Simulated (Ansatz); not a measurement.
# SiO2 (Seifertite): the cost of one run

Computed with Ansatz 0.2.0 (DFT, PBE, plane-wave PAW, default files, scalar-relativistic, unless a step's input says otherwise).

2 further runs of the same task are left out: 2 that didn't finish.

## Step 1: The starting structure

The structure is orthorhombic, space group Pbcn (No. 60). Conventional cell: a = 4.097 Å, b = 5.046 Å, c = 4.495 Å, α = 90.00°, β = 90.00°, γ = 90.00°. Si (site symmetry 2) has 6 O at 1.74 to 1.85 Å as nearest neighbours. O (site symmetry 1) has 3 Si at 1.74 to 1.85 Å as nearest neighbours.

Coordinates:

```
Si O
1.0
     4.09700    0.00000    0.00000
     0.00000    5.04620    0.00000
     0.00000    0.00000    4.49460
Si O
4 8
Direct
  0.00000 0.15220 0.25000
  0.50000 0.34780 0.75000
  0.00000 0.84780 0.75000
  0.50000 0.65220 0.25000
  0.73360 0.62450 0.91860
  0.76640 0.87550 0.41860
  0.23360 0.87550 0.08140
  0.26640 0.62450 0.58140
  0.26640 0.37550 0.08140
  0.23360 0.12450 0.58140
  0.76640 0.12450 0.91860
  0.73360 0.37550 0.41860
```

## Step 2: Relaxing the atoms in the given cell

input.yaml reads:

```yaml
crystal:
  lattice:
    - [4.097, 0.0, 0.0]
    - [0.0, 5.0462, 0.0]
    - [0.0, 0.0, 4.4946]
  atoms:
    - { symbol: Si, position: [0.0, 0.1522, 0.25] }
    - { symbol: Si, position: [0.5, 0.3478, 0.75] }
    - { symbol: Si, position: [0.0, 0.8478, 0.75] }
    - { symbol: Si, position: [0.5, 0.6522, 0.25] }
    - { symbol: O, position: [0.7336, 0.6245, 0.9186] }
    - { symbol: O, position: [0.7664, 0.8755, 0.4186] }
    - { symbol: O, position: [0.2336, 0.8755, 0.0814] }
    - { symbol: O, position: [0.2664, 0.6245, 0.5814] }
    - { symbol: O, position: [0.2664, 0.3755, 0.0814] }
    - { symbol: O, position: [0.2336, 0.1245, 0.5814] }
    - { symbol: O, position: [0.7664, 0.1245, 0.9186] }
    - { symbol: O, position: [0.7336, 0.3755, 0.4186] }
kpoints:
  mp_grid: { grid: [5, 4, 4] }
scf:
  occupations: { method: fermi_dirac, width: 0.02 }
hamiltonian:
  xc: pbe
  pseudopotentials: { kind: paw }
output:
  forces: true
  stress: true
  populations: true
  efg: { quadrupole_moments_barn: { O: -0.02558 }, contact_densities: true }
relax:
  f_tol: 0.02
  max_steps: 60
```

Started as:

```console
$ ansatz run input.yaml --threads 1 --pin off --max-ram 3072MiB --backend cpu --events-out ev --progress --plain --runs-dir out
```

What time and memory should one allow on 1 thread of Arm Neoverse V2, shared host?

About 27 s, with a peak of 0.4 GiB.
